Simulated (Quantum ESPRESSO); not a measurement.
# 2H-WS2, 1 layer, rectangular cell: a series in strain along the second axis, part 4 of 7

Aim: how the results for 2H-WS2, 1 layer, rectangular cell change with strain along the second axis.

Quantum ESPRESSO 7.5; plane-wave DFT, PBE, GBRV ultrasoft pseudopotentials.

So far. Step 2 (Relaxing cell and ions of the reference):  The last row is no step: it is a fresh SCF in the final cell with a new plane-wave basis, -0 meV from the row before. Step 3 (Relaxing the ions, -4 %): The relaxation lowers the energy by 4 meV an atom.

### 6. Bands along a path, -4 %

Bands along a path place the edges.

File m0.bands.in:

```
&control
  prefix = 'm0.bands'
  outdir = './out'
  pseudo_dir = './pseudo'
  calculation = 'bands'
/
&system
  ibrav = 0
  nat = 6
  ntyp = 2
  ecutwfc = 40
  ecutrho = 200
  occupations = 'smearing'
  smearing = 'fd'
  degauss = 0.002
  nbnd = 32
/
&electrons
  conv_thr = 1e-07
  mixing_beta = 0.4
  electron_maxstep = 120
  mixing_mode = 'plain'
/
ATOMIC_SPECIES
  S   32.0600  s_pbe_v1.4.uspp.F.UPF
  W   183.8400  w_pbe_v1.2.uspp.F.UPF
CELL_PARAMETERS angstrom
  3.18620864300000 0.00000000000000 0.00000000000000
  0.00000000000000 5.29801667808000 0.00000000000000
  0.00000000000000 0.00000000000000 18.47562023200000
ATOMIC_POSITIONS crystal
  S   0.999999999900 0.334229740600 0.413619222600
  S   0.500000000000 0.834229783500 0.413619218800
  W   0.000000000000 -0.001792859600 0.500000000000
  W   0.500000000000 0.498207144600 0.500000000000
  S   0.999999999900 0.334229740600 0.586380777400
  S   0.500000000000 0.834229783500 0.586380781200
K_POINTS crystal_b
5
  0.0000000000 0.0000000000 0.0000000000 12
  0.5000000000 0.0000000000 0.0000000000 12
  0.5000000000 0.5000000000 0.0000000000 12
  0.0000000000 0.5000000000 0.0000000000 12
  0.0000000000 0.0000000000 0.0000000000 1
```

Launch:

```bash
$ cp -r out/m0.scf.save out/m0.bands.save
$ cp out/m0.scf.xml out/m0.bands.xml
$ OMP_NUM_THREADS=1 mpirun -n 4 pw.x -nk 4 -in m0.bands.in > m0.bands.out
```

What it wrote:

```text
[banner, memory and clock lines left out]
Program PWSCF v.7.5 starts

          URL

     Atomic positions and unit cell read from directory:
     ./out/m0.bands.save/

     Found identity + ( -0.5000 -0.5000 -0.0000) symmetry
     This is a supercell, fractional translations are disabled
     Message from routine setup:
     using ibrav=0 with symmetry is DISCOURAGED, use correct ibrav instead

     G-vector sticks info

     bravais-lattice index     =            0
     lattice parameter (alat)  =       6.0211  a.u.
     unit-cell volume          =    2104.6659 (a.u.)^3
     number of atoms/cell      =            6
     number of atomic types    =            2
     number of electrons       =        52.00
     number of Kohn-Sham states=           32
     kinetic-energy cutoff     =      40.0000  Ry
     charge density cutoff     =     200.0000  Ry
     Exchange-correlation= SLA  PW   PBE  PBE
                           (   1   4   3   4   0   0   0)

     celldm(1)=   6.021062  celldm(2)=   0.000000  celldm(3)=   0.000000
     celldm(4)=   0.000000  celldm(5)=   0.000000  celldm(6)=   0.000000

     crystal axes: (cart. coord. in units of alat)
               a(1) = (   1.000000   0.000000   0.000000 )
               a(2) = (   0.000000   1.662797   0.000000 )
               a(3) = (   0.000000   0.000000   5.798622 )

     reciprocal axes: (cart. coord. in units 2 pi/alat)
               b(1) = (  1.000000  0.000000  0.000000 )
               b(2) = (  0.000000  0.601396  0.000000 )
               b(3) = (  0.000000  0.000000  0.172455 )

     PseudoPot. # 1 for S  read from file:
     ./pseudo/s_pbe_v1.4.uspp.F.UPF
     Pseudo is Ultrasoft + core correction, Zval =  6.0
     Generated by new atomic code, or converted to UPF format
     Using radial grid of  907 points,  6 beta functions with:
                l(1) =   0
                l(2) =   0
                l(3) =   1
                l(4) =   1
                l(5) =   2
                l(6) =   2
     Q(r) pseudized with  8 coefficients,  rinner =    1.300   1.300   1.300
                                                       1.300   1.300

     PseudoPot. # 2 for W  read from file:
     ./pseudo/w_pbe_v1.2.uspp.F.UPF
     Pseudo is Ultrasoft + core correction, Zval = 14.0
     Generated by new atomic code, or converted to UPF format
     Using radial grid of  923 points,  8 beta functions with:
                l(1) =   0
                l(2) =   0
                l(3) =   0
                l(4) =   1
                l(5) =   1
                l(6) =   2
                l(7) =   2
                l(8) =   3
     Q(r) pseudized with  6 coefficients,  rinner =    1.350   1.350   1.350
                                                       1.350   1.350   1.350
                                                       1.350

     atomic species   valence    mass     pseudopotential
     S                 6.00    32.06000     S ( 1.00)
     W                14.00   183.84000     W ( 1.00)

      4 Sym. Ops. (no inversion) found

   Cartesian axes

     site n.     atom                  positions (alat units)
         1        S      tau(   1) = (   1.0000000   0.5557561   2.3984216  )
         2        S      tau(   2) = (   0.5000000   1.3871544   2.3984216  )
         3        W      tau(   3) = (   0.0000000  -0.0029812   2.8993111  )
         4        W      tau(   4) = (   0.5000000   0.8284171   2.8993111  )
         5        S      tau(   5) = (   1.0000000   0.5557561   3.4002006  )
         6        S      tau(   6) = (   0.5000000   1.3871544   3.4002006  )

     number of k points=    49  Fermi-Dirac smearing, width (Ry)=  0.0020
                       cart. coord. in units 2pi/alat
        k(    1) = (   0.0000000   0.0000000   0.0000000), wk =   0.0408163
        k(    2) = (   0.0416667   0.0000000   0.0000000), wk =   0.0408163
        k(    3) = (   0.0833333   0.0000000   0.0000000), wk =   0.0408163
        k(    4) = (   0.1250000   0.0000000   0.0000000), wk =   0.0408163
        k(    5) = (   0.1666667   0.0000000   0.0000000), wk =   0.0408163
        k(    6) = (   0.2083333   0.0000000   0.0000000), wk =   0.0408163
        k(    7) = (   0.2500000   0.0000000   0.0000000), wk =   0.0408163
        k(    8) = (   0.2916667   0.0000000   0.0000000), wk =   0.0408163
        k(    9) = (   0.3333333   0.0000000   0.0000000), wk =   0.0408163
        k(   10) = (   0.3750000   0.0000000   0.0000000), wk =   0.0408163
        k(   11) = (   0.4166667   0.0000000   0.0000000), wk =   0.0408163
        k(   12) = (   0.4583333   0.0000000   0.0000000), wk =   0.0408163
        k(   13) = (   0.5000000   0.0000000   0.0000000), wk =   0.0408163
        k(   14) = (   0.5000000   0.0250582   0.0000000), wk =   0.0408163
        k(   15) = (   0.5000000   0.0501164   0.0000000), wk =   0.0408163
        k(   16) = (   0.5000000   0.0751746   0.0000000), wk =   0.0408163
        k(   17) = (   0.5000000   0.1002327   0.0000000), wk =   0.0408163
        k(   18) = (   0.5000000   0.1252909   0.0000000), wk =   0.0408163
        k(   19) = (   0.5000000   0.1503491   0.0000000), wk =   0.0408163
        k(   20) = (   0.5000000   0.1754073   0.0000000), wk =   0.0408163
        k(   21) = (   0.5000000   0.2004655   0.0000000), wk =   0.0408163
        k(   22) = (   0.5000000   0.2255237   0.0000000), wk =   0.0408163
        k(   23) = (   0.5000000   0.2505819   0.0000000), wk =   0.0408163
        k(   24) = (   0.5000000   0.2756401   0.0000000), wk =   0.0408163
        k(   25) = (   0.5000000   0.3006982   0.0000000), wk =   0.0408163
        k(   26) = (   0.4583333   0.3006982   0.0000000), wk =   0.0408163
        k(   27) = (   0.4166667   0.3006982   0.0000000), wk =   0.0408163
        k(   28) = (   0.3750000   0.3006982   0.0000000), wk =   0.0408163
        k(   29) = (   0.3333333   0.3006982   0.0000000), wk =   0.0408163
        k(   30) = (   0.2916667   0.3006982   0.0000000), wk =   0.0408163
        k(   31) = (   0.2500000   0.3006982   0.0000000), wk =   0.0408163
        k(   32) = (   0.2083333   0.3006982   0.0000000), wk =   0.0408163
        k(   33) = (   0.1666667   0.3006982   0.0000000), wk =   0.0408163
        k(   34) = (   0.1250000   0.3006982   0.0000000), wk =   0.0408163
        k(   35) = (   0.0833333   0.3006982   0.0000000), wk =   0.0408163
        k(   36) = (   0.0416667   0.3006982   0.0000000), wk =   0.0408163
        k(   37) = (   0.0000000   0.3006982   0.0000000), wk =   0.0408163
        k(   38) = (   0.0000000   0.2756401   0.0000000), wk =   0.0408163
        k(   39) = (   0.0000000   0.2505819   0.0000000), wk =   0.0408163
[...]
-0.8103  -0.8102   2.9201   2.9201   3.5335   3.5335   4.1556   4.1557

          k = 0.3750 0.3007 0.0000 (  9030 PWs)   bands (ev):

   -73.8741 -73.8740 -38.3239 -38.3238 -38.1066 -38.1066 -38.0212 -38.0211
   -12.7862 -12.7862 -12.4819 -12.4818  -6.2633  -6.2633  -5.0567  -5.0567
    -4.3984  -4.3984  -3.1349  -3.1349  -2.0891  -2.0891  -1.5023  -1.5023
    -0.8290  -0.8289   2.7374   2.7374   3.4824   3.4824   4.0403   4.0404

          k = 0.3333 0.3007 0.0000 (  9028 PWs)   bands (ev):

   -73.8749 -73.8749 -38.3008 -38.3008 -38.1099 -38.1099 -38.0237 -38.0237
   -12.9288 -12.9288 -12.5230 -12.5230  -6.0407  -6.0407  -4.9048  -4.9048
    -4.3978  -4.3978  -3.1915  -3.1915  -1.9316  -1.9315  -1.7254  -1.7254
    -0.8609  -0.8609   2.5305   2.5305   3.4250   3.4250   3.8382   3.8382

          k = 0.2917 0.3007 0.0000 (  9018 PWs)   bands (ev):

   -73.8759 -73.8759 -38.2740 -38.2740 -38.1137 -38.1137 -38.0264 -38.0264
   -13.0861 -13.0861 -12.5703 -12.5703  -5.7966  -5.7966  -4.7105  -4.7105
    -4.4284  -4.4284  -3.2655  -3.2655  -1.9023  -1.9023  -1.7446  -1.7446
    -0.8885  -0.8885   2.3293   2.3293   3.3530   3.3530   3.5969   3.5969

          k = 0.2500 0.3007 0.0000 (  9004 PWs)   bands (ev):

   -73.8770 -73.8769 -38.2449 -38.2449 -38.1177 -38.1177 -38.0295 -38.0295
   -13.2460 -13.2460 -12.6204 -12.6204  -5.5606  -5.5606  -4.4891  -4.4891
    -4.4787  -4.4787  -3.3443  -3.3443  -2.0112  -2.0111  -1.5568  -1.5568
    -0.8986  -0.8985   2.1579   2.1580   3.2618   3.2618   3.3632   3.3633

          k = 0.2083 0.3007 0.0000 (  8992 PWs)   bands (ev):

   -73.8781 -73.8780 -38.2160 -38.2160 -38.1217 -38.1217 -38.0324 -38.0324
   -13.3983 -13.3982 -12.6699 -12.6699  -5.3762  -5.3762  -4.5459  -4.5459
    -4.2218  -4.2218  -3.4107  -3.4107  -2.0547  -2.0547  -1.4034  -1.4033
    -0.8862  -0.8861   2.0372   2.0373   3.1518   3.1518   3.1761   3.1761

          k = 0.1667 0.3007 0.0000 (  8988 PWs)   bands (ev):

   -73.8790 -73.8790 -38.1889 -38.1889 -38.1255 -38.1254 -38.0350 -38.0350
   -13.5342 -13.5341 -12.7153 -12.7153  -5.2978  -5.2978  -4.5379  -4.5379
    -3.9749  -3.9749  -3.4300  -3.4300  -2.0517  -2.0516  -1.3200  -1.3199
    -0.8578  -0.8578   1.9845   1.9845   3.0275   3.0275   3.0677   3.0678

          k = 0.1250 0.3007 0.0000 (  8962 PWs)   bands (ev):

   -73.8799 -73.8799 -38.1657 -38.1657 -38.1287 -38.1287 -38.0368 -38.0368
   -13.6468 -13.6468 -12.7539 -12.7539  -5.3257  -5.3257  -4.4540  -4.4540
    -3.8257  -3.8256  -3.3220  -3.3220  -2.0226  -2.0225  -1.3304  -1.3304
    -0.8285  -0.8284   2.0090   2.0091   2.8941   2.8941   3.0562   3.0562

          k = 0.0833 0.3007 0.0000 (  8942 PWs)   bands (ev):

   -73.8805 -73.8805 -38.1480 -38.1480 -38.1311 -38.1310 -38.0381 -38.0381
   -13.7310 -13.7310 -12.7832 -12.7832  -5.3931  -5.3931  -4.3524  -4.3524
    -3.7964  -3.7964  -3.0840  -3.0839  -1.9841  -1.9840  -1.4295  -1.4294
    -0.8110  -0.8110   2.1041   2.1042   2.7545   2.7545   3.1304   3.1304

          k = 0.0417 0.3007 0.0000 (  8968 PWs)   bands (ev):

   -73.8810 -73.8809 -38.1371 -38.1371 -38.1327 -38.1327 -38.0390 -38.0390
   -13.7831 -13.7830 -12.8015 -12.8015  -5.4484  -5.4484  -4.2790  -4.2790
    -3.8028  -3.8027  -2.8454  -2.8454  -1.9517  -1.9516  -1.5681  -1.5681
    -0.8065  -0.8065   2.2422   2.2422   2.6119   2.6119   3.2402   3.2402

          k = 0.0000 0.3007 0.0000 (  8960 PWs)   bands (ev):

   -73.8811 -73.8811 -38.1334 -38.1334 -38.1333 -38.1332 -38.0391 -38.0391
   -13.8007 -13.8006 -12.8077 -12.8077  -5.4689  -5.4689  -4.2529  -4.2529
    -3.8073  -3.8073  -2.7383  -2.7382  -1.9389  -1.9388  -1.6411  -1.6411
    -0.8066  -0.8066   2.3443   2.3443   2.5133   2.5133   3.2968   3.2968

          k = 0.0000 0.2756 0.0000 (  8952 PWs)   bands (ev):

   -73.8827 -73.8794 -38.1616 -38.1386 -38.1279 -38.1050 -38.0465 -38.0315
   -13.9493 -13.6468 -12.8706 -12.7429  -5.5398  -5.4523  -4.3440  -4.1082
    -3.9922  -3.6247  -2.8616  -2.6087  -2.0502  -1.8320  -1.7295  -1.5475
    -0.9193  -0.6889   2.3363   2.3821   2.5194   2.5266   3.1971   3.4037

          k = 0.0000 0.2506 0.0000 (  8974 PWs)   bands (ev):

   -73.8843 -73.8778 -38.1892 -38.1441 -38.1225 -38.0774 -38.0538 -38.0243
   -14.0909 -13.4898 -12.9306 -12.6770  -5.6448  -5.4998  -4.3768  -4.1765
    -3.9264  -3.4466  -2.9775  -2.4744  -2.1634  -1.8099  -1.7323  -1.4528
    -1.0163  -0.5767   2.3613   2.4457   2.5424   2.5603   3.1105   3.5121

          k = 0.0000 0.2255 0.0000 (  8956 PWs)   bands (ev):

   -73.8859 -73.8763 -38.2153 -38.1491 -38.1174 -38.0609 -38.0502 -38.0172
   -14.2238 -13.3322 -12.9869 -12.6113  -5.7660  -5.5996  -4.3680  -4.3572
    -3.7226  -3.2743  -3.0848  -2.3373  -2.2752  -1.8809  -1.6419  -1.3620
    -1.0871  -0.4779   2.4206   2.5307   2.5799   2.6146   3.0430   3.6165

          k = 0.0000 0.2005 0.0000 (  8956 PWs)   bands (ev):

   -73.8873 -73.8748 -38.2404 -38.1539 -38.1125 -38.0673 -38.0245 -38.0106
   -14.3464 -13.1766 -13.0389 -12.5469  -5.8914  -5.7296  -4.5310  -4.3436
    -3.5079  -3.1828  -3.1093  -2.3829  -2.1997  -1.9420  -1.5624  -1.2808
    -1.1243  -0.3973   2.5123   2.6285   2.6333   2.6876   2.9990   3.7118

          k = 0.0000 0.1754 0.0000 (  8968 PWs)   bands (ev):

   -73.8887 -73.8735 -38.2633 -38.1584 -38.1081 -38.0736 -38.0044 -38.0007
   -14.4576 -13.0860 -13.0262 -12.4853  -6.0130  -5.8709  -4.6945  -4.3231
    -3.2912  -3.2707  -2.9524  -2.4840  -2.0642  -1.9930  -1.4946  -1.2147
    -1.1250  -0.3364   2.6311   2.6845   2.7499   2.7764   2.9817   3.6243

          k = 0.0000 0.1503 0.0000 (  8950 PWs)   bands (ev):

   -73.8899 -73.8722 -38.2839 -38.1624 -38.1040 -38.0791 -37.9986 -37.9789
   -14.5562 -13.1278 -12.8843 -12.4277  -6.1255  -6.0112  -4.8442  -4.3154
    -3.3479  -3.0798  -2.8047  -2.5760  -2.0347  -1.9339  -1.4384  -1.1679
    -1.0915  -0.2936   2.7443   2.7693   2.8762   2.8772   2.9915   3.4895

          k = 0.0000 0.1253 0.0000 (  8954 PWs)   bands (ev):

   -73.8910 -73.8711 -38.3019 -38.1659 -38.1004 -38.0840 -37.9938 -37.9600
   -14.6413 -13.1638 -12.7546 -12.3758  -6.2253  -6.1423  -4.9771  -4.3215
    -3.4139  -2.8813  -2.6678  -2.6571  -2.0679  -1.8126  -1.3935  -1.1421
    -1.0319  -0.2658   2.8038   2.9167   2.9806   3.0118   3.0253   3.3613

          k = 0.0000 0.1002 0.0000 (  8950 PWs)   bands (ev):

   -73.8919 -73.8702 -38.3171 -38.1690 -38.0973 -38.0881 -37.9896 -37.9438
   -14.7120 -13.1936 -12.6411 -12.3308  -6.3097  -6.2581  -5.0903  -4.3375
    -3.4684  -2.7256  -2.7032  -2.5441  -2.0934  -1.7045  -1.3589  -1.1358
    -0.9577  -0.2490   2.8593   3.0623   3.0764   3.0822   3.1491   3.2452

          k = 0.0000 0.0752 0.0000 (  8934 PWs)   bands (ev):

   -73.8926 -73.8695 -38.3289 -38.1713 -38.0948 -38.0913 -37.9863 -37.9308
   -14.7677 -13.2171 -12.5476 -12.2942  -6.3770  -6.3538  -5.1811  -4.3577
    -3.5111  -2.7802  -2.5535  -2.4376  -2.1121  -1.6139  -1.3334  -1.1443
    -0.8820  -0.2399   2.9070   3.1349   3.1469   3.1731   3.1947   3.2822

          k = 0.0000 0.0501 0.0000 (  8938 PWs)   bands (ev):

   -73.8932 -73.8690 -38.3377 -38.1730 -38.0937 -38.0932 -37.9839 -37.9215
   -14.8078 -13.2340 -12.4778 -12.2672  -6.4258  -6.4254  -5.2475  -4.3765
    -3.5418  -2.8199  -2.4397  -2.3537  -2.1249  -1.5453  -1.3161  -1.1604
    -0.8175  -0.2354   2.9437   3.0720   3.1888   3.2450   3.3020   3.3991

          k = 0.0000 0.0251 0.0000 (  8939 PWs)   bands (ev):

   -73.8935 -73.8686 -38.3428 -38.1741 -38.0952 -38.0921 -37.9824 -37.9160
   -14.8320 -13.2442 -12.4345 -12.2506  -6.4697  -6.4555  -5.2881  -4.3896
    -3.5602  -2.8440  -2.3685  -2.2992  -2.1323  -1.5024  -1.3060  -1.1753
    -0.7743  -0.2336   2.9668   3.0250   3.2267   3.2913   3.3727   3.4826

          k = 0.0000 0.0000 0.0000 (  8939 PWs)   bands (ev):

   -73.8936 -73.8685 -38.3446 -38.1745 -38.0957 -38.0916 -37.9820 -37.9140
   -14.8401 -13.2476 -12.4199 -12.2450  -6.4847  -6.4654  -5.3017  -4.3942
    -3.5664  -2.8521  -2.3441  -2.2802  -2.1347  -1.4878  -1.3028  -1.1812
    -0.7591  -0.2332   2.9747   3.0089   3.2404   3.3072   3.3975   3.5134

     XML data file, pseudopotentials, collected wavefunctions

                                        0.00s GPU  (     638 calls)
```

It took 80 s on 4 MPI ranks of Arm Neoverse V1, shared host; peak memory 0.49 GiB; 5.3 min of CPU time.

Numbers from this step:

```
valence top, on the run's zero       : 0.1056 eV
conduction bottom, on the run's zero : 1.985 eV
gap by band count                    : 1.879 eV
```

Band numbers count within the set of bands kept for display. Electronic bands along the path, in eV, zero at the highest filled level of the SCF mesh; v1 is the highest filled band, c1 the lowest empty one:

```
  point     v4     v3     v2     v1    c1    c2    c3    c4
      Γ  -1.36  -1.24  -0.82  -0.29  2.91  2.95  3.18  3.25
halfway  -2.00  -1.28  -0.69  -0.13  2.06  2.45  2.73  3.07
      X  -2.07  -2.07  -0.43  -0.43  2.46  2.46  3.29  3.29
halfway  -2.23  -2.23  -0.52  -0.52  2.83  2.83  3.31  3.31
      S  -1.05  -1.05  -0.91  -0.91  3.03  3.03  3.54  3.54
halfway  -1.62  -1.62  -0.96  -0.96  2.10  2.10  3.20  3.20
      Y  -1.70  -1.70  -0.87  -0.87  2.28  2.28  2.45  2.45
halfway  -1.50  -1.23  -1.15  -0.36  2.68  2.71  2.81  2.82
      Γ  -1.36  -1.24  -0.82  -0.29  2.91  2.95  3.18  3.25
```

Along this path the valence top lies between Γ and X and the conduction bottom between S and Y.

(Continued in part 5 of 7.)

[Logs are printed without paths, hosts, clocks, repeated set-up lines and the standing remarks that a program may print on its own settings, such as how far it seeks lower states.]

[Hosts, paths, dates, database ids (printed as entryN), source tags and the programs' standing remarks are cut or masked in the printed files.]

[Maps of the electrostatic potential energy from Ansatz leave out the sawtooth potential of an applied field or a dipole correction, so their vacuum need not be flat; planar profiles and work functions include it.]
